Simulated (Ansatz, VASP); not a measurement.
# SiC (Moissanite 3C) in two plane-wave programs

One calculation is typed for both programs; each brings its own data sets and cutoff. How far apart do they land? The cell is taken from a series of VASP runs on this material, whose earlier steps may have relaxed, scaled or displaced it; both programs get it as it stands.

Program: Ansatz 0.2.0. Level of theory: plane waves, with VASP 6.6.1 beside it; relaxation of cell and atoms at PBEsol and relaxation of cell and atoms at LDA. Results are calculated unless marked as measured.

## 1. The structure

Symmetry: F-43m, No. 216, cubic system. The conventional cell has a = 4.359 Å, b = 4.359 Å, c = 4.359 Å, α = 90.00°, β = 90.00°, γ = 90.00°. Nearest to Si lie 4 C at 1.89 Å. Nearest to C lie 4 Si at 1.89 Å. Farther neighbours are not listed.

## 2. Ansatz: relaxation of cell and atoms, PBEsol

Ansatz runs on its default PAW (the set named soft_2) files.

The relaxed volume is the usual yardstick between codes: its relative difference is about their pressure difference at one cell divided by the bulk modulus.

The input, input.yaml:

```yaml
crystal:
  lattice:
    - [0.0, 2.1796157001, 2.1796157001]
    - [2.1796157001, 0.0, 2.1796157001]
    - [2.1796157001, 2.1796157001, 0.0]
  atoms:
    - { symbol: Si, position: [0.0, 0.0, 0.0] }
    - { symbol: C, position: [0.75, 0.75, 0.75] }
hamiltonian:
  xc: pbesol
  pseudopotentials: { kind: paw }
kpoints:
  mp_grid: { grid: [8, 8, 8] }
scf:
  occupations: { method: gaussian, width: 0.03 }
relax:
  f_tol: 0.01
  max_steps: 60
  cell: { stress_tol: 0.05 }
output:
  forces: true
  stress: true
```

Run with:

```sh
> ansatz run input.yaml --threads 4 --pin off --max-ram 9216MiB --backend cpu --events-out ev --progress --plain --runs-dir out
```

Numbers of over 12 decimals in the logs are rounded to 6 here.

What it wrote:

```text
Engine: ansatz 0.2.0, aarch64-unknown-linux-gnu
Pseudopotentials: kind: paw
Pseudopotential: Si, paw, valence charge 4, recommended cutoff 420 eV (normal), Si.paw.azcp
Pseudopotential: C, paw, valence charge 4, recommended cutoff 420 eV (normal), C.paw.azcp
Functional definition: PBEsol
  exchange = pbesol_x
  correlation = pbesol_c
Crystal: 2 atoms, lattice volume = 20.710 Å³
Basis set: ecut = 420 eV, 411 PW (Γ), exchange–correlation on 48×48×48 points (8 copies of the dense FFT grid, shifted against one another)
Bands: 8, of which v1, the nominal top of the filled ones, is band 4 counted from 1 (3 counted from 0)
Symmetry: 24 space group operations
Space group: F-43m (ITA 216), of the structure as read, at distance tolerance 2.7e-5 Å
k-points: 29 of 512 (time reversal used)
Non-local potential: Si, projectors of the file, l = 0: 2, l = 1: 2, l = 2: 2
Non-local potential: C, projectors of the file, l = 0: 2, l = 1: 2, l = 2: 1
PAW form: soft (Blöchl's): semilocal exchange-correlation on the pseudo side does not see the compensation charge
PAW frozen core: Si, regenerated for the run's functional, and the local potential with it (the file was generated under x = pbe(κ = 0.804, μ = 0.219515), c = pbe(β = 0.066725))
PAW frozen core: C, regenerated for the run's functional, and the local potential with it (the file was generated under x = pbe(κ = 0.804, μ = 0.219515), c = pbe(β = 0.066725))
PAW one-centre angular grid: Si, 110 points (default); XC on 64 Gauss nodes
PAW one-centre angular grid: C, 110 points (default); XC on 64 Gauss nodes
Initial density: superposition of atomic densities (neutral atoms: chi_scale 0, normalization atom), corrected by the library's trained network
Initial wavefunctions: pseudopotential atomic-orbital guess
Functional: x = pbesol(κ = 0.804, μ = 0.123457), c = pbesol(β = 0.046)
SCF iter   1: F=—  HF=-868.709623 eV  |F-HF|=—  |Δ(HF+E_count)|=         —  Δρ=8.15e-3  dr2=1.66e-2  ethr=1.77e-3  ⟨swp⟩=5.8  Hψ=1911  notcnv=0
preconditioner: auto → none  [insulator: Δε(μ)=1.139 eV  Ē_g=13.940 eV  σ=0.030 eV  W_gap=1.00  n_scr=0 (ndim 8)  ℏωp=23.1 eV  f_vac=0.000  D(μ)=0.00/eV (n_scr^D=0)  ε∞_Penn≈3.7]
SCF iter   2: F=—  HF=-868.705086 eV  |F-HF|=—  |Δ(HF+E_count)|=   4.54e-3  Δρ=2.37e-3  dr2=9.60e-4  ethr=2.07e-4  ⟨swp⟩=2.5  Hψ=622  notcnv=0
SCF iter   3: F=—  HF=-868.704820 eV  |F-HF|=—  |Δ(HF+E_count)|=   2.66e-4  Δρ=7.31e-4  dr2=7.07e-5  ethr=1.20e-5  ⟨swp⟩=2.8  Hψ=348  notcnv=0
SCF iter   4: F=—  HF=-868.704819 eV  |F-HF|=—  |Δ(HF+E_count)|=   1.23e-6  Δρ=1.01e-4  dr2=9.03e-7  ethr=8.84e-7  ⟨swp⟩=2.0  Hψ=345  notcnv=0
iter 5 did not close the SCF: its close was put off for the readings that it lacked (scf_convergence_deferred on its scf_iter line)
SCF iter   5: F=-868.704819 eV  HF=-868.704819 eV  |F-HF|=4.05e-9  |Δ(HF+E_count)|=   6.49e-7  Δρ=7.35e-6  dr2=8.76e-9  ethr=1.13e-8  ⟨swp⟩=2.2  Hψ=332  notcnv=0
SCF iter   6: F=-868.704819 eV  HF=-868.704819 eV  |F-HF|=2.07e-11  |Δ(HF+E_count)|=   2.11e-9  Δρ=1.89e-6  dr2=4.21e-10  ethr=1.10e-10  ⟨swp⟩=2.0  Hψ=706  notcnv=0
SCF 1 converged in 6 iterations: F = -868.704819 eV  dr2 = 4.21e-10
  greatest PAW one-centre occupation: 0.643 electrons in one spin orbital (limit 2), on the C atom at site 1 (counted from 0), in its partial waves of l = 0
relax step   1: F+E_penalty+E_count = -868.70481946 eV  Δ(F+E_penalty+E_count) = +0.000e0 eV  max|allowed force component| = 4.071e-16 eV/Å  Δτ_max = 0.0000 Å  P = -0.366 GPa  Ω = 20.710 Å³  (6 SCF iters, dr2 threshold 1.00e-7 eV, accepted)
[...]
relax step   2: F+E_penalty+E_count = -868.70488308 eV  Δ(F+E_penalty+E_count) = -6.362e-5 eV  max|allowed force component| = 2.776e-17 eV/Å  Δτ_max = 0.0000 Å  P = -0.171 GPa  Ω = 20.691 Å³  energy of the carried Pulay correction = +3.334e-5 eV  (3 SCF iters, dr2 threshold 2.00e-7 eV, accepted)
[...]
relax step   3: F+E_penalty+E_count = -868.70492050 eV  Δ(F+E_penalty+E_count) = -3.742e-5 eV  max|allowed force component| = 1.758e-16 eV/Å  Δτ_max = 0.0000 Å  P = +0.001 GPa  Ω = 20.676 Å³  energy of the carried Pulay correction = +6.245e-5 eV  (3 SCF iters, dr2 threshold 7.28e-8 eV, accepted)
[...]
relax step   4: F+E_penalty+E_count = -868.70484010 eV  Δ(F+E_penalty+E_count) = +8.040e-5 eV  max|allowed force component| = 1.203e-16 eV/Å  Δτ_max = 0.0000 Å  P = -0.004 GPa  Ω = 20.676 Å³  stress off target by 3.67e-3 GPa  SCF on the basis re-selected at this cell (its energy is not comparable with the rows above)  (5 SCF iters)
basis re-selected at this cell: Δ(F+E_penalty+E_count) = +8.040e-5 eV, ΔP = -0.005 GPa vs the last step (what re-selecting the basis moved, of the pressure what is left beyond the Pulay correction that the steps carried, after the strain that the cell walked since its last selection, with what the two solves' SCF thresholds leave and, on support functions, any second-order correction that the steps lacked; it is no m [...]
SCF converged after 5 iterations
Free energy (F): -868.704840 eV
Harris-Foulkes:  -868.704840 eV  (|F-HF|=5.68e-13)
Internal energy: -868.704840 eV  (E = F + TS)
E sigma→0 (E₀):  -868.704840 eV
Fermi energy:    10.050342 eV
--- Per-component energies (eV) ---
  E_band       = 28.141927
  E_kinetic    = 135.303254
  E_local      = -103.753663  (includes V_loc(G=0)·N_el)
  E_nonlocal   = 51.987476
  E_hartree    = 31.533923
  E_xc         = -104.623674
  E_vxc        = -109.152965  (∫ρ·V_xc dr)
  E_paw        = -594.345908  (= ΣΔE_a)
  E_vpaw       = -9.310019  (= ΣTr[D̂ρ^β])
  E_aug_tail   = 0.000011  (compensation charges beyond the density's cutoff)
  E_ewald      = -284.858921
  E_core_change = 0.052661  (= ΣΔE_core)
  E_smearing   = -0.000000  (= −TS)
  E_closure    = -0.000000  (closes the sum)
  Σ components = -868.704840   (vs F -868.704840, Δ=0.00e0)
--- Forces (eV/Å), atoms counted from 1 ---
  atom   1  Si    -0.00000000     0.00000000     0.00000000
  atom   2  C      0.00000000    -0.00000000     0.00000000
  max |Σ_I F_I| component: 9.25e-17 eV/Å
--- Stress (GPa, compression-positive) ---
       -0.003670      -0.000000      -0.000000
       -0.000000      -0.003670      -0.000000
       -0.000000       0.000000      -0.003670
  P = ⅓ Tr σ = -0.0037 GPa (-0.037 kbar)
--- Relaxed structure (3 steps of the walk, 3 accepted, 1 SCFs on fresh bases) ---
  F+E_penalty+E_count = -868.70484010 eV   max|allowed force component| = 1.203e-16 eV/Å   (the final SCF, on the basis selected at the relaxed cell)
  cell:  # Å, volume = 20.6756 Å³
    - [0, 2.178425, 2.178425]
    - [2.178425, 0, 2.178425]
    - [2.178425, 2.178425, 0]
  atoms:
    - { symbol: Si, position: [0, 0, 0] }
    - { symbol: C, position: [0.750000, 0.750000, 0.750000] }
```

The job ended after 1 s (4 threads of Arm Neoverse V1, shared host; peak memory 0.28 GiB).

## 3. VASP: relaxation of cell and atoms, PBEsol

The same cell, functional, mesh and smearing now go to VASP, with its own data sets and cutoff.

Lines of VASP's logs that name or quote its potential files are left out, and so is its time.

The input, INCAR:

```
SYSTEM = SiC
PREC = Accurate
ENCUT = 520
EDIFF = 1E-06
NELM = 100
ISMEAR = 0
SIGMA = 0.03
LREAL = .FALSE.
ALGO = Normal
GGA = PS
NBANDS = 10
LORBIT = 11
LWAVE = .FALSE.
LCHARG = .FALSE.
KPAR = 8
IBRION = 2
NSW = 50
ISIF = 3
EDIFFG = -0.006
```

The input, POSCAR:

```
SiC
1.0
    0.0000000000      2.1796157001      2.1796157001
    2.1796157001      0.0000000000      2.1796157001
    2.1796157001      2.1796157001      0.0000000000
Si C
1 1
Direct
    0.0000000000      0.0000000000      0.0000000000
    0.7500000000      0.7500000000      0.7500000000
```

The input, KPOINTS:

```
Automatic mesh
0
Gamma
8 8 8
0 0 0
```

PAW data sets: Si and C (PBE family, release 64).

Run with:

```sh
> mpirun -np 8 vasp_std
```

What it wrote:

```text
[banner, memory and clock lines left out]
running    8 mpi-ranks, on    1 nodes
 distrk:  each k-point on    1 cores,    8 groups
 distr:  one band on    1 cores,    1 groups

 POSCAR found type information on POSCAR SiC
 POSCAR found :  2 types and       2 ions
|                                                                             |
|           W    W    AA    RRRRR   N    N  II  N    N   GGGG   !!!           |
|           W    W   A  A   R    R  NN   N  II  NN   N  G    G  !!!           |
|           W    W  A    A  R    R  N N  N  II  N N  N  G       !!!           |
|           W WW W  AAAAAA  RRRRR   N  N N  II  N  N N  G  GGG   !            |
|           WW  WW  A    A  R   R   N   NN  II  N   NN  G    G                |
|           W    W  A    A  R    R  N    N  II  N    N   GGGG   !!!           |
|                                                                             |
|     For optimal performance we recommend to set                             |
|       NCORE = 2 up to number-of-cores-per-socket                            |
|     NCORE specifies how many cores store one orbital (NPAR=cpu/NCORE).      |
|     This setting can greatly improve the performance of VASP for DFT.       |
|     The default, NCORE=1 might be grossly inefficient on modern             |
|     multi-core architectures or massively parallel machines. Do your        |
|     Unfortunately you need to use the default for GW and RPA                |
|     calculations (for HF NCORE is supported but not extensively tested      |
|     yet).                                                                   |
|                                                                             |

|                                                                             |
|               ----> ADVICE to this user running VASP <----                  |
|                                                                             |
|     You enforced a specific xc type in the INCAR file but a different       |
|     [... a line on the potential file left out ...]
|     I HOPE YOU KNOW WHAT YOU ARE DOING!                                     |
|                                                                             |

 LDA part: xc-table for (Slater+PW92), standard interpolation
 POSCAR, INCAR and KPOINTS ok, starting setup
 FFT: planning ... GRIDC
 FFT: planning ... GRID_SOFT
 FFT: planning ... GRID
 WAVECAR not read
 entering main loop
       N       E                     dE             d eps       ncg     rms          rms(c)
DAV:   1     0.410534905698E+01    0.41053E+01   -0.38873E+03   596   0.662E+02
DAV:   2    -0.171031865576E+02   -0.21209E+02   -0.19970E+02   774   0.113E+02
DAV:   3    -0.177072370118E+02   -0.60405E+00   -0.60288E+00   678   0.172E+01
DAV:   4    -0.177098374195E+02   -0.26004E-02   -0.26002E-02   662   0.142E+00
DAV:   5    -0.177098501585E+02   -0.12739E-04   -0.12739E-04   678   0.926E-02    0.873E+00
DAV:   6    -0.159942291649E+02    0.17156E+01   -0.62682E+00   602   0.120E+01    0.392E+00
DAV:   7    -0.159283565251E+02    0.65873E-01   -0.36100E-01   698   0.367E+00    0.176E+00
DAV:   8    -0.159139847241E+02    0.14372E-01   -0.21296E-02   602   0.998E-01    0.159E-01
DAV:   9    -0.159138176648E+02    0.16706E-03   -0.15021E-03   722   0.220E-01    0.110E-01
DAV:  10    -0.159138617826E+02   -0.44118E-04   -0.10808E-04   624   0.713E-02    0.229E-02
DAV:  11    -0.159138619650E+02   -0.18242E-06   -0.11353E-05   668   0.198E-02    0.498E-03
DAV:  12    -0.159138621935E+02   -0.22848E-06   -0.51662E-07   310   0.491E-03
   1 F= -.15913862E+02 E0= -.15913862E+02  d E =-.159139E+02
 curvature:   0.00 expect dE= 0.000E+00 dE for cont linesearch  0.000E+00
 trial: gam= 0.00000 g(F)=  0.986E-47 g(S)=  0.634E-07 ort = 0.000E+00 (trialstep = 0.100E+01)
 search vector abs. value=  0.635E-07
 reached required accuracy - stopping structural energy minimisation
```

Parts of OUTCAR (step 3):

```text
ion  position               nearest neighbor table
   1  0.000  0.000  0.000-   2 1.89   2 1.89   2 1.89   2 1.89
   2  0.750  0.750  0.750-   1 1.89   1 1.89   1 1.89   1 1.89

  LATTYP: Found a face centered cubic cell.
 ALAT       =     4.3592314002

 Subroutine GETGRP returns: Found 24 space group operations
 (whereof 24 operations were pure point group operations)

The static configuration has the point symmetry T_d .

 Found     29 irreducible k-points:

   k-points           NKPTS =     29   k-points in BZ     NKDIM =     29   number of bands    NBANDS=     10

   dimension x,y,z NGX =    24 NGY =   24 NGZ =   24
   dimension x,y,z NGXF=    48 NGYF=   48 NGZF=   48

   ENCUT  =  520.0 eV  38.22 Ry    6.18 a.u.   5.73  5.73  5.73*2*pi/ulx,y,z

   NELECT =       8.0000    total number of electrons

 k-points in reciprocal lattice and weights: Automatic mesh
   0.00000000  0.00000000  0.00000000       0.002
   0.12500000  0.00000000  0.00000000       0.016
   0.25000000  0.00000000  0.00000000       0.016
   0.37500000  0.00000000  0.00000000       0.016
   0.50000000  0.00000000  0.00000000       0.008
   0.12500000  0.12500000  0.00000000       0.012
   0.25000000  0.12500000  0.00000000       0.047
   0.37500000  0.12500000  0.00000000       0.047
   0.50000000  0.12500000  0.00000000       0.047
[...]
-0.37500000  0.50000000  0.12500000       0.023
  -0.25000000  0.50000000  0.25000000       0.012

 average (electrostatic) potential at core
       1 -80.1271       2 -44.9647

 E-fermi :   8.1814

 k-point     1 :       0.0000    0.0000    0.0000
  band No.  band energies     occupation
      1      -7.3699      2.00000
      2       8.0481      2.00000
      3       8.0481      2.00000
      4       8.0481      2.00000
      5      14.2252      0.00000
      6      15.2838      0.00000
      7      15.2838      0.00000
      8      15.2838      0.00000
      9      22.4985      0.00000
    ...

 k-point     2 :       0.1250    0.0000    0.0000
  band No.  band energies     occupation
      1      -7.0642      2.00000
      2       6.5551      2.00000
      3       7.8456      2.00000
      4       7.8456      2.00000
      5      14.4521      0.00000
      6      15.6365      0.00000
      7      15.6365      0.00000
      8      15.8160      0.00000
      9      21.2461      0.00000
    ...

 k-point     3 :       0.2500    0.0000    0.0000
  band No.  band energies     occupation
      1      -6.1693      2.00000
      2       3.7341      2.00000
      3       7.4386      2.00000
      4       7.4386      2.00000
      5      13.9649      0.00000
      6      15.8796      0.00000
      7      15.8796      0.00000
      8      17.3161      0.00000
      9      21.0719      0.00000
    ...

  Total       -0.0009357     -0.0009357     -0.0009357     -0.0000000      0.0000000     -0.0000000
  in kB       -0.0723889     -0.0723889     -0.0723889     -0.0000000      0.0000000     -0.0000000
  external PRESSURE =      -0.0723889 kB  Pullay stress =       0.0000000 kB

  energy-cutoff  :      520.00
  volume of cell :       20.71
      direct lattice vectors                 reciprocal lattice vectors
     0.000000000  2.179615700  2.179615700    -0.229398237  0.229398237  0.229398237
     2.179615700  0.000000000  2.179615700     0.229398237 -0.229398237  0.229398237
     2.179615700  2.179615700  0.000000000     0.229398237  0.229398237 -0.229398237

 POSITION                                       TOTAL-FORCE (eV/Angst)
 -----------------------------------------------------------------------------------
      0.00000      0.00000      0.00000        -0.000000     -0.000000     -0.000000
      3.26942      3.26942      3.26942         0.000000      0.000000      0.000000
 -----------------------------------------------------------------------------------
    total drift:                               -0.000000     -0.000000     -0.000000

  FREE ENERGIE OF THE ION-ELECTRON SYSTEM (eV)
  ---------------------------------------------------
  free  energy   TOTEN  =       -15.9138621935 eV

  energy  without entropy=      -15.9138621935  energy(sigma->0) =      -15.91386219

 reached required accuracy - stopping structural energy minimisation

 total charge
# of ion       s       p       d       tot
------------------------------------------
    1        0.708   0.973   0.000   1.681
    2        0.832   1.699   0.000   2.531
--------------------------------------------------
tot          1.541   2.671   0.000   4.212

[... 3 further parts left out ...]
```

[end of part 1 of 2]

[Lines on the potential files, build, host, timing and source positions are cut from VASP's logs without a mark.]

[Logs are printed without paths, hosts, clocks, repeated set-up lines and the standing remarks that a program may print on its own settings, such as how far it seeks lower states.]

[Hosts, paths, dates, database ids (printed as entryN), source tags and the programs' standing remarks are cut or masked in the printed files.]
